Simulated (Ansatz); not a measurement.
## Step by step: Hg, relaxation of cell and atoms

The calculation used DFT, PBE, PAW with Ansatz's default frozen-core files, scalar-relativistic (Ansatz 0.2.0).

Command: `ansatz run input.yaml --threads 1 --pin off --max-ram 2048MiB --backend cpu --events-out ev --progress --plain --runs-dir out` The run took 5.8 s on 1 thread of Intel(R) Xeon(R) Platinum 8488C (Sapphire Rapids), with other jobs on the host.

```yaml
crystal:
  lattice:
    - [3.124978576, 0.0, 0.0]
    - [0.0, 3.124978576, 0.0]
    - [0.0, 0.0, 3.124978576]
  atoms:
    - { symbol: Hg, position: [0.0, 0.0, 0.0] }
kpoints:
  mp_grid: { grid: [12, 12, 12] }
scf:
  occupations: { method: fermi_dirac, width: 0.05 }
hamiltonian:
  xc: pbe
  pseudopotentials: { kind: paw }
output:
  forces: true
  stress: true
relax:
  f_tol: 0.005
  max_steps: 80
  cell: {}
```

No spin–orbit coupling, which matters for the heavy atoms here.

The cell is built from the sc type as a first guess.

The cutoff is 420 eV; energies and pressures of the walk include the program's estimate of the Pulay term.

Each frame lists the cell vectors (Å), then Cartesian positions (Å); symmetry keeps all forces zero. Free energies count from the first step, -13813.4399 eV.

The walk took 5 evaluations in all; steps that aren't listed are left out.

Step 1: E = 0.0 meV, P = -0.27 GPa

```
cell 3.1250 0.0000 0.0000 0.0000 3.1250 0.0000 0.0000 0.0000 3.1250
Hg    0.0000    0.0000    0.0000
```

Step 2: E = -0.4 meV, P = -0.24 GPa

```
cell 3.1177 0.0000 0.0000 0.0000 3.1177 0.0000 0.0000 0.0000 3.1177
Hg    0.0000    0.0000    0.0000
```

Step 3: E = +0.1 meV, P = 0.63 GPa, step rejected

```
cell 3.0575 0.0000 0.0000 0.0000 3.0575 0.0000 0.0000 0.0000 3.0575
Hg    0.0000    0.0000    0.0000
```

Question: How does the relaxation end?

Answer: It converges, with a = 3.094 Å, b = 3.094 Å, c = 3.094 Å, α = 90.00°, β = 90.00°, γ = 90.00° (conventional cell, space group Pm-3m). The last solve (on a basis chosen afresh for the final cell, so its energy is not quite comparable) gives E = -1.0 meV, P = -0.04 GPa:
```
cell 3.0936 0.0000 0.0000 0.0000 3.0936 0.0000 0.0000 0.0000 3.0936
Hg    0.0000    0.0000    0.0000
```
